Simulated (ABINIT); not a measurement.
Input of an ABINIT 10.8.3 (patched build) run:

run.abi

```
# Pseudopotentials
pp_dirpath "./"
pseudos "N.LDA_PW-JTH.xml, B.LDA_PW-JTH.xml"

# Structure
acell 2.5639706028 2.5639706028 2.5639706028 Angstrom
rprim
     0.0000000000     0.7071067812     0.7071067812
     0.7071067812     0.0000000000     0.7071067812
     0.7071067812     0.7071067812     0.0000000000
ntypat 2
znucl 7 5
natom 2
typat 1 2
xred
     0.2500000000     0.2500000000     0.2500000000
     0.0000000000     0.0000000000     0.0000000000

# Plane-wave basis
ecut 25.0
pawecutdg 47.0

# k points
kptopt 1
ngkpt 5 5 5
nshiftk 1
shiftk 0.0 0.0 0.0

# Exchange and correlation
ixc 7

# Bands and occupations
nband 8
occopt 3
tsmear 0.05 eV

# SCF cycle
nstep 100
tolvrs 1.0e-9

# Output
iomode 3
prtwf 0
prtden 0
prteig 0
prtebands 0
```

Potentials or basis: JTH PAW LDA v2.0.

Command:

```bash
$ abinit run.abi > log 2>&1
```

Predict the band gap on the k mesh.

4.81 eV, indirect (least direct gap 8.62 eV).

Caveat: the k mesh is coarse (spacing up to 0.60 Å⁻¹), so the values aren't converged; an odd mesh through Γ misses points on the zone boundary, where band edges often lie.
